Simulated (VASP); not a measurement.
**BaF2: band structure with PBE**

BaF2:

```
Ba F
1.0
     0.00000    3.13876    3.13876
     3.13876    0.00000    3.13876
     3.13876    3.13876    0.00000
Ba F
1 2
Direct
  0.00000 0.00000 0.00000
  0.25000 0.25000 0.25000
  0.75000 0.75000 0.75000
```

The cell was built by a generator and needn't be a form met in nature.

```yaml
Program: VASP 6.6.1
Task: band structure
Functional: PBE
Potentials_or_basis: VASP PAW PBE potentials, release 64 (Ba_sv, F)
Cutoff: 700 eV
k_mesh: 8 × 8 × 8
Occupations: gaussian, width 0.02 eV
Spin: no spin polarisation
Further_INCAR_settings: ALGO = Normal; EDIFF = 1e-06
```

```yaml
Pressure: 0.0 GPa
Band_gap_on_the_k_mesh: 6.61 eV, indirect (least direct gap 6.67 eV)
Band_gap_along_the_path: 6.60 eV, indirect (least direct gap 6.67 eV)
```

Levels at the corners of the path, in eV from the valence-band top:
| point | band 10 | band 11 | band 12 | band 13 | band 14 | band 15 |
| --- | --- | --- | --- | --- | --- | --- |
| Γ | -0.06 | -0.06 | -0.06 | 6.60 | 9.04 | 9.04 |
| X | -0.31 | -0.31 | -0.10 | 7.17 | 8.81 | 10.44 |
| X | -0.31 | -0.31 | -0.10 | 7.17 | 8.81 | 10.44 |
| W | -0.34 | -0.27 | -0.15 | 7.48 | 9.61 | 9.65 |
| W | -0.34 | -0.27 | -0.15 | 7.48 | 9.61 | 9.65 |
| K | -0.36 | -0.16 | -0.15 | 7.46 | 9.16 | 9.74 |
| K | -0.36 | -0.16 | -0.15 | 7.46 | 9.16 | 9.74 |
| Γ | -0.06 | -0.06 | -0.06 | 6.60 | 9.04 | 9.04 |
| Γ | -0.06 | -0.06 | -0.06 | 6.60 | 9.04 | 9.04 |
| L | -0.35 | -0.17 | -0.17 | 8.88 | 9.02 | 9.02 |
| L | -0.35 | -0.17 | -0.17 | 8.88 | 9.02 | 9.02 |
| U | -0.36 | -0.16 | -0.15 | 7.46 | 9.16 | 9.74 |
| U | -0.36 | -0.16 | -0.15 | 7.46 | 9.16 | 9.74 |
| W | -0.34 | -0.27 | -0.15 | 7.48 | 9.61 | 9.65 |
| W | -0.34 | -0.27 | -0.15 | 7.48 | 9.61 | 9.65 |
| L | -0.35 | -0.17 | -0.17 | 8.88 | 9.02 | 9.02 |
| L | -0.35 | -0.17 | -0.17 | 8.88 | 9.02 | 9.02 |
| K | -0.36 | -0.16 | -0.15 | 7.46 | 9.16 | 9.74 |
| U | -0.36 | -0.16 | -0.15 | 7.46 | 9.16 | 9.74 |
| X | -0.31 | -0.31 | -0.10 | 7.17 | 8.81 | 10.44 |

Wall time 3.5 min on 1 thread of Intel(R) Xeon(R) Platinum 8259CL CPU @ 2.50GHz (Skylake/Cascade Lake) (shared host), peak memory 0.26 GiB.

Caveat: spin-orbit coupling is left out, which moves the levels of the heavy elements. A hybrid or GW would open this gap; PBE tends to underestimate it.
